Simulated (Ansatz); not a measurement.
Structure search: one NaI candidate

Computed with Ansatz 0.2.0, DFT PBE, scalar-relativistic, plane waves, PAW. Cutoff 420 eV, Gaussian smearing, Γ-centred meshes. Cell and atoms relax on a converged mesh. The steps can't lower the symmetry of their start. No spin polarisation.

The cell of NaI is invented: close-packed anion layers stacked AB, with sites between them filled layer by layer (P6_3mc, No. 186) (elements of the layers in order: I I). Its size is a rough estimate.

```cif
data_structure
_symmetry_space_group_name_H-M 'P6_3mc'
_symmetry_Int_Tables_number 186
_cell_length_a 5.1350
_cell_length_b 5.1350
_cell_length_c 8.4487
_cell_angle_alpha 90.000
_cell_angle_beta 90.000
_cell_angle_gamma 120.000
_cell_volume 192.93
loop_
_atom_site_label
_atom_site_type_symbol
_atom_site_symmetry_multiplicity
_atom_site_Wyckoff_symbol
_atom_site_fract_x
_atom_site_fract_y
_atom_site_fract_z
_atom_site_occupancy
Na1 Na 2 b 0.33333 0.66667 0.37313 1
I1 I 2 b 0.33333 0.66667 0.00000 1
```

The zero of energy is the elements' standard structures at the same level; no fitted shifts are applied.

Question: Where does the relaxation end?

Answer: The symmetry stays P6_3mc (No. 186). The end has the wurtzite type. The volume per atom shrinks by 5.0 %, from 48.2 to 45.8 Å³. The shortest distance goes from 3.15 Å (Na–I) to 3.10 Å (Na–I). Conventional cell: a = 5.151 Å, c = 7.973 Å. Na is surrounded by 4 I at 3.10–3.11 Å; I is surrounded by 4 Na at 3.10–3.11 Å.

```cif
data_structure
_symmetry_space_group_name_H-M 'P6_3mc'
_symmetry_Int_Tables_number 186
_cell_length_a 5.1508
_cell_length_b 5.1508
_cell_length_c 7.9732
_cell_angle_alpha 90.000
_cell_angle_beta 90.000
_cell_angle_gamma 120.000
_cell_volume 183.19
loop_
_atom_site_label
_atom_site_type_symbol
_atom_site_symmetry_multiplicity
_atom_site_Wyckoff_symbol
_atom_site_fract_x
_atom_site_fract_y
_atom_site_fract_z
_atom_site_occupancy
Na1 Na 2 b 0.33333 0.66667 0.38161 1
I1 I 2 b 0.33333 0.66667 0.99153 1
```

Question: How does it come out in energy, and is it a metal?

Answer:

- Energy over the elements: −1.238 eV/atom
- Gap on the 6×6×4 mesh of the 4-atom cell: 3.70 eV

A negative formation energy is needed for stability but isn't enough: competing phases decide.

The last run used Gaussian smearing of 0.02 eV. These runs have no spin–orbit coupling, which can matter for I. Kohn–Sham gaps at this level usually fall short of measured ones. The missing spin–orbit coupling can work the other way here. The reference form of I is held partly by dispersion forces, which this level lacks. Symmetry constrained the relaxation, so the result can be a saddle point.
